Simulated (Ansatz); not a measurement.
**HgSe under changes of volume**

One of the cells (28.067 Å³/atom); the others are scaled copies at fixed shape and fractional positions:

```
Hg Se
1.0
     0.00000    3.03900    3.03900
     3.03900    0.00000    3.03900
     3.03900    3.03900    0.00000
Hg Se
1 1
Direct
  0.00000 0.00000 0.00000
  0.75000 0.75000 0.75000
```

| Quantity | Value |
| --- | --- |
| Program | Ansatz 0.2.0 |
| Functional | PBE |
| Potentials or basis | all-electron LAPW, scalar-relativistic |
| Cutoff | 300 eV (chosen from the basis error) |
| Basis error allowed | 0.0005 eV/atom |
| k mesh | 8 × 8 × 8 |
| Occupations | fermi-dirac, width 0.05 eV |
| Spin | no spin polarisation |

```tsv
volume (Å³/atom)	energy over the lowest point (meV/atom)	pressure (GPa)
26.383	103.83	9.4
26.944	74.10	7.6
27.505	50.08	6.1
28.067	31.17	4.7
28.628	16.83	3.5
29.189	?	?
29.751	0.00	1.4
```

What does the run at 29.189 Å³/atom give?

Energy over the lowest point 6.58 meV/atom; pressure 2.4 GPa.

Worked out: A Birch-Murnaghan fit of order 3 (a polynomial in V^(-2/3)) to the other rows has no minimum within the range. It gives 6.59 meV/atom at 29.189 Å³/atom, against the run's 6.58, and -dE/dV = 2.4 GPa, against 2.4.

Energies are extrapolated to zero smearing.
